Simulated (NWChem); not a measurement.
**CaSe in NWChem: convergence with k mesh**

CaSe:

```xyz
2
Lattice="0.0000 2.9560 2.9560 2.9560 0.0000 2.9560 2.9560 2.9560 0.0000" Properties=species:S:1:pos:R:3 pbc="T T T"
Se    2.9114    2.9476    2.9038
Ca   -0.0041   -0.0054    0.0319
```

The cell isn't the ideal one: atoms moved at random.

| Quantity | Value |
| --- | --- |
| Program | NWChem 7.2.2 |
| Task | convergence study |
| Functional | PBE |
| Potentials or basis | NWChem's TM library (Troullier-Martins) |
| Cutoff | 816 eV |
| Density cutoff | 1633 eV |
| k mesh | 1 × 1 × 1 |
| Occupations | fermi-dirac, width 0.05 eV |
| Spin | no spin polarisation |

These are the settings of the first run; the series varies k mesh, with any setting tied to it.

Hardware: 1 thread of Arm Neoverse V1, with other jobs on the host.

**Question.** The values tried are 1 × 1 × 1, 2 × 2 × 2, 3 × 3 × 3, 4 × 4 × 4, 5 × 5 × 5, 6 × 6 × 6, loosest first. From which on does the pressure stay within 0.1 GPa of the tightest run that finished?

**Answer.** From 5 × 5 × 5 on.

| k mesh | energy less the tightest run, at zero smearing (meV/atom) | pressure (GPa) | largest force (eV/Å) | SCF cycles | CPU time (s) | peak memory (GiB) |
| --- | --- | --- | --- | --- | --- | --- |
| 1 × 1 × 1 | 5005.73 | 36.93 | 4.519 | 43 | 13 | 0.09 |
| 2 × 2 × 2 | 362.13 | 3.87 | 0.057 | 18 | 42 | 0.13 |
| 3 × 3 × 3 | 45.61 | 0.80 | 0.287 | 16 | 69 | 0.17 |
| 4 × 4 × 4 | 8.13 | 0.31 | 0.325 | 15 | 170 | 0.31 |
| 5 × 5 × 5 | 1.49 | 0.21 | 0.334 | 15 | 320 | 0.48 |
| 6 × 6 × 6 | 0.00 | 0.18 | 0.337 | 15 | 600 | 0.8 |

Against the tightest run, the largest force stays within 0.005 eV/Å from 5 × 5 × 5 on. Not settled before the last step: the energy (to 1 meV/atom). Meshes of other sizes hit other points, so gaps and Fermi surfaces needn't settle smoothly. The tightest run that finished is the yardstick and may itself not be fully converged.

Caveat, for the tightest run too: potentials of this library can shift pressures by several GPa and gaps by up to half an eV, enough to turn an indirect gap into a direct one.
